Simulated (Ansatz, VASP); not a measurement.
## TiO2: VASP beside Ansatz

Aim: how closely do two programs agree when they are given the same cell, functional and k mesh?

Calculated with Ansatz 0.2.0; plane waves, with VASP 6.6.1 beside it; band structure at LDA.

**1. Set-up**

It takes space group P3_121 (No. 152, trigonal). The conventional cell has a = 5.291 Å, b = 5.291 Å, c = 6.133 Å, α = 90.00°, β = 90.00°, γ = 120.00°. Nearest to Ti lie 4 O at 1.73 to 1.88 Å. Nearest to O lie 2 Ti at 1.73 to 1.88 Å. Farther neighbours and most contacts between anions are not listed.

Structure file:

```cif
data_structure
_symmetry_space_group_name_H-M 'P3_121'
_symmetry_Int_Tables_number 152
_cell_length_a 5.2910
_cell_length_b 5.2910
_cell_length_c 6.1330
_cell_angle_alpha 90.000
_cell_angle_beta 90.000
_cell_angle_gamma 120.000
_cell_volume 148.69
loop_
_atom_site_label
_atom_site_type_symbol
_atom_site_symmetry_multiplicity
_atom_site_Wyckoff_symbol
_atom_site_fract_x
_atom_site_fract_y
_atom_site_fract_z
_atom_site_occupancy
Ti1 Ti 3 a 0.45300 0.00000 0.33333 1
O1 O 6 c 0.40800 0.30300 0.21500 1
```

**2. Ansatz: band structure, LDA**

Ansatz runs on its default PAW (the set named soft_2) files.

Levels along a path test the potential and the projectors away from the mesh points.

input.yaml

```yaml
crystal:
  lattice:
    - [5.291, 0.0, 0.0]
    - [-2.6455, 4.5821404114, 0.0]
    - [0.0, 0.0, 6.133]
  atoms:
    - { symbol: Ti, position: [0.453, 0.0, 0.3333333333] }
    - { symbol: Ti, position: [0.0, 0.453, 0.6666666667] }
    - { symbol: Ti, position: [0.547, 0.547, 0.0] }
    - { symbol: O, position: [0.408, 0.303, 0.215] }
    - { symbol: O, position: [0.697, 0.105, 0.5483333333] }
    - { symbol: O, position: [0.895, 0.592, 0.8816666667] }
    - { symbol: O, position: [0.303, 0.408, 0.785] }
    - { symbol: O, position: [0.105, 0.697, 0.4516666667] }
    - { symbol: O, position: [0.592, 0.895, 0.1183333333] }
hamiltonian:
  xc: lda
  pseudopotentials: { kind: paw }
kpoints:
  mp_grid: { grid: [3, 3, 4] }
  band_path:
    path:
      - [0.0, 0.0, 0.0]
      - [0.14286, 0.0, 0.0]
      - [0.28571, 0.0, 0.0]
      - [0.5, 0.0, 0.0]
      - [0.47619, 0.04762, 0.0]
      - [0.40476, 0.19048, 0.0]
      - [0.35714, 0.28571, 0.0]
      - [0.28571, 0.28571, 0.0]
      - [0.19048, 0.19048, 0.0]
      - [0.04762, 0.04762, 0.0]
      - [0.0, 0.0, 0.0]
      - [0.0, 0.0, 0.14286]
      - [0.0, 0.0, 0.35714]
      - [0.0, 0.0, 0.5]
      - [0.14286, 0.0, 0.5]
      - [0.28571, 0.0, 0.5]
      - [0.5, 0.0, 0.5]
      - [0.47619, 0.04762, 0.5]
      - [0.40476, 0.19048, 0.5]
      - [0.35714, 0.28571, 0.5]
      - [0.33333, 0.33333, 0.5]
      - [0.19048, 0.19048, 0.5]
      - [0.09524, 0.09524, 0.5]
      - [0.5, 0.0, 0.5]
      - [0.5, 0.0, 0.35714]
      - [0.5, 0.0, 0.14286]
      - [0.5, 0.0, 0.0]
      - [0.33333, 0.33333, 0.14286]
      - [0.33333, 0.33333, 0.28571]
      - [0.33333, 0.33333, 0.5]
    npoints: 1
scf:
  occupations: { method: gaussian, width: 0.01 }
  n_extra_bands: 10
output:
  forces: true
  stress: true
  eigenvalues: true
  write_density: true
  write_potential: true
  elf: true
  volumetric_format: npy
```

The run is started by

```console
> ansatz run input.yaml --threads 4 --pin off --max-ram 9216MiB --backend cpu --events-out ev --progress --plain --runs-dir out
```

Numbers of over 12 decimals in the logs are rounded to 6 here.

What it wrote:

```text
scf.n_extra_bands = 10 over 36 filled bands (N_el = 72.0): the run solves 46 bands
Engine: ansatz 0.2.0, aarch64-unknown-linux-gnu
Pseudopotentials: kind: paw
Pseudopotential: Ti, paw, valence charge 12, recommended cutoff 420 eV (normal), Ti.paw.azcp
Pseudopotential: O, paw, valence charge 6, recommended cutoff 420 eV (normal), O.paw.azcp
Functional definition: SPW92
  exchange = slater_x
  correlation = pw_c
Crystal: 9 atoms, lattice volume = 148.689 Å³
Basis set: ecut = 420 eV, 2943 PW (Γ)
Bands: 46, of which v1, the nominal top of the filled ones, is band 36 counted from 1 (35 counted from 0)
Symmetry: 6 space group operations
Space group: P3121 (ITA 152), of the structure as read, at distance tolerance 5.3e-5 Å
k-points: 10 of 36 (time reversal used)
Non-local potential: Ti, projectors of the file, l = 0: 3, l = 1: 2, l = 2: 3, l = 3: 1
Non-local potential: O, projectors of the file, l = 0: 2, l = 1: 2, l = 2: 1
PAW form: soft (Blöchl's): semilocal exchange-correlation on the pseudo side does not see the compensation charge
PAW frozen core: Ti, regenerated for the run's functional, and the local potential with it (the file was generated under x = pbe(κ = 0.804, μ = 0.219515), c = pbe(β = 0.066725))
PAW frozen core: O, regenerated for the run's functional, and the local potential with it (the file was generated under x = pbe(κ = 0.804, μ = 0.219515), c = pbe(β = 0.066725))
PAW one-centre angular grid: Ti, 590 points (default); XC on 64 Gauss nodes
PAW one-centre angular grid: O, 110 points (default); XC on 64 Gauss nodes
Initial density: superposition of atomic densities (neutral atoms: chi_scale 0, normalization atom), corrected by the library's trained network
Initial wavefunctions: pseudopotential atomic-orbital guess
Functional: x = slater, c = lda
SCF iter   1: F=—  HF=-10693.398339 eV  |F-HF|=—  |Δ(HF+E_count)|=         —  Δρ=1.56e-2  dr2=3.49e-1  ethr=1.77e-3  ⟨swp⟩=5.6  Hψ=1814  notcnv=0
preconditioner: auto → Resta (q_TF=auto, 2.418 Å⁻¹)  ε∞=5.4  [insulator: Δε(μ)=3.568 eV  Ē_g=10.077 eV  σ=0.010 eV  W_gap=1.00  n_scr=28 (ndim 8)  ℏωp=21.1 eV  f_vac=0.244  D(μ)=0.00/eV (n_scr^D=0)  ε∞_Penn≈5.4]
SCF iter   2: F=—  HF=-10693.346868 eV  |F-HF|=—  |Δ(HF+E_count)|=   5.15e-2  Δρ=9.65e-3  dr2=1.05e-1  ethr=4.85e-4  ⟨swp⟩=2.2  Hψ=809  notcnv=0  defer=27
SCF iter   3: F=—  HF=-10693.326309 eV  |F-HF|=—  |Δ(HF+E_count)|=   2.06e-2  Δρ=2.72e-3  dr2=7.92e-3  ethr=1.45e-4  ⟨swp⟩=2.2  Hψ=688  notcnv=0  defer=27
SCF iter   4: F=—  HF=-10693.324189 eV  |F-HF|=—  |Δ(HF+E_count)|=   2.12e-3  Δρ=5.69e-4  dr2=5.11e-4  ethr=1.10e-5  ⟨swp⟩=3.3  Hψ=882  notcnv=0  defer=27
SCF iter   5: F=—  HF=-10693.324137 eV  |F-HF|=—  |Δ(HF+E_count)|=   5.18e-5  Δρ=1.47e-4  dr2=3.89e-5  ethr=7.09e-7  ⟨swp⟩=2.0  Hψ=686  notcnv=0  defer=27
SCF iter   6: F=—  HF=-10693.324139 eV  |F-HF|=—  |Δ(HF+E_count)|=   2.29e-6  Δρ=7.27e-5  dr2=7.56e-6  ethr=5.41e-8  ⟨swp⟩=2.7  Hψ=887  notcnv=0  defer=27
SCF iter   7: F=—  HF=-10693.324138 eV  |F-HF|=—  |Δ(HF+E_count)|=   6.68e-7  Δρ=1.64e-5  dr2=4.29e-7  ethr=1.05e-8  ⟨swp⟩=2.6  Hψ=731  notcnv=0  defer=27
SCF iter   8: F=-10693.324138 eV  HF=-10693.324138 eV  |F-HF|=5.28e-11  |Δ(HF+E_count)|=   4.27e-8  Δρ=2.33e-6  dr2=1.90e-8  ethr=1.39e-10  ⟨swp⟩=13.6  Hψ=2969  notcnv=0
SCF 1 converged in 8 iterations: F = -10693.324138 eV  dr2 = 1.90e-8
  greatest PAW one-centre occupation: 0.999 electrons in one spin orbital (limit 2), on the Ti atom at site 0 (counted from 0), in its partial waves of l = 0
NSCF: frozen V_eff on 30 k-points
SCF converged after 8 iterations
Free energy (F): -10693.324138 eV
Harris-Foulkes:  -10693.324138 eV  (|F-HF|=5.28e-11)
Internal energy: -10693.324138 eV  (E = F + TS)
E sigma→0 (E₀):  -10693.324138 eV
Fermi energy:    3.812921 eV
--- Per-component energies (eV) ---
  E_band       = -992.592626
  E_kinetic    = 1863.883238
  E_local      = -7237.235344  (includes V_loc(G=0)·N_el)
  E_nonlocal   = 323.241014
  E_hartree    = 2854.141830
  E_xc         = -722.812499
  E_vxc        = -921.467291  (∫ρ·V_xc dr)
  E_paw        = -3875.761329  (= ΣΔE_a)
  E_vpaw       = -729.316325  (= ΣTr[D̂ρ^β])
  E_aug_tail   = 0.015291  (compensation charges beyond the density's cutoff)
  E_ewald      = -3900.355720
  E_core_change = 1.559380  (= ΣΔE_core)
  E_smearing   = -0.000000  (= −TS)
  E_closure    = -0.000000  (closes the sum)
  Σ components = -10693.324138   (vs F -10693.324138, Δ=0.00e0)
--- Forces (eV/Å), atoms counted from 1 ---
  atom   1  Ti    -1.99075688     0.00000000    -0.00000000
  atom   2  Ti     0.99537844    -1.72404603     0.00000000
  atom   3  Ti     0.99537844     1.72404603     0.00000000
  atom   4  O      0.58313987    -1.24139039     1.13866478
  atom   5  O      0.78350568     1.12570914     1.13866478
  atom   6  O     -1.36664555     0.11568125     1.13866478
  atom   7  O     -1.36664555    -0.11568125    -1.13866478
  atom   8  O      0.58313987     1.24139039    -1.13866478
  atom   9  O      0.78350568    -1.12570914    -1.13866478
  max |Σ_I F_I| component: 4.44e-16 eV/Å
--- Stress (GPa, compression-positive) ---
       -1.598568       0.000000      -0.000000
        0.000000      -1.598568       0.000000
       -0.000000       0.000000       2.552312
  P = ⅓ Tr σ = -0.2149 GPa (-2.149 kbar)
--- Band table (eV; the first three rows and the last of 10) ---
  k-point 0: bands = [... 32 lower, 1.2546, 1.6747, 1.7009, 1.7009, 5.6959, 6.2356, 6.2356, 6.6706, ... 6 higher]
  k-point 1: bands = [... 32 lower, 1.2845, 1.7481, 1.7610, 1.8247, 5.8691, 5.9059, 6.3930, 6.5116, ... 6 higher]
  k-point 2: bands = [... 32 lower, 1.2658, 1.8121, 1.8121, 1.9299, 5.7510, 6.2198, 6.2198, 6.3932, ... 6 higher]
  k-point 9: bands = [... 32 lower, 1.1264, 1.5517, 1.5517, 1.7001, 6.4172, 6.4172, 6.5229, 6.7717, ... 6 higher]
```

Wall time 5.1 s (4 threads of Arm Neoverse V1, shared host); peak memory 0.52 GiB.

[end of part 1 of 2]

[Lines on the potential files, build, host, timing and source positions are cut from VASP's logs without a mark.]

[Logs are printed without paths, hosts, clocks, repeated set-up lines and the standing remarks that a program may print on its own settings, such as how far it seeks lower states.]

[Hosts, paths, dates, database ids (printed as entryN), source tags and the programs' standing remarks are cut or masked in the printed files.]
